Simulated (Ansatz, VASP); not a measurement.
## BiTe in VASP and in Ansatz

```
Bi Te
1.0
     0.00000    3.20232    3.20232
     3.20232    0.00000    3.20232
     3.20232    3.20232    0.00000
Bi Te
1 1
Direct
  0.00000 0.00000 0.00000
  0.50000 0.50000 0.50000
```

Alike in both runs: task relaxation of cell and atoms; functional PBE; dispersion D4; k mesh 9 × 9 × 9; occupations fermi-dirac, width 0.05 eV; no spin polarisation.

|  | VASP | Ansatz |
| --- | --- | --- |
| version | VASP 6.6.1 | Ansatz 0.2.0 |
| potentials or method | VASP PAW PBE potentials, release 64 (Bi_d, Te), cutoff 600 eV | all-electron LAPW, scalar-relativistic |

|  | VASP | Ansatz | Ansatz less VASP |
| --- | --- | --- | --- |
| relaxed volume (Å³/atom) | 32.84 | 32.84 | 0.000 |
| relaxed cell length with the largest relative difference (Å) | 4.529 | 4.529 | 0.0000 |

Ansatz ran all-electron here, so the differences hold the error of VASP's frozen core and of both bases.

Caveats: the relaxation stopped at its first step, so nothing moved; pairwise dispersion overbinds metals, which lowers pressure and volume.
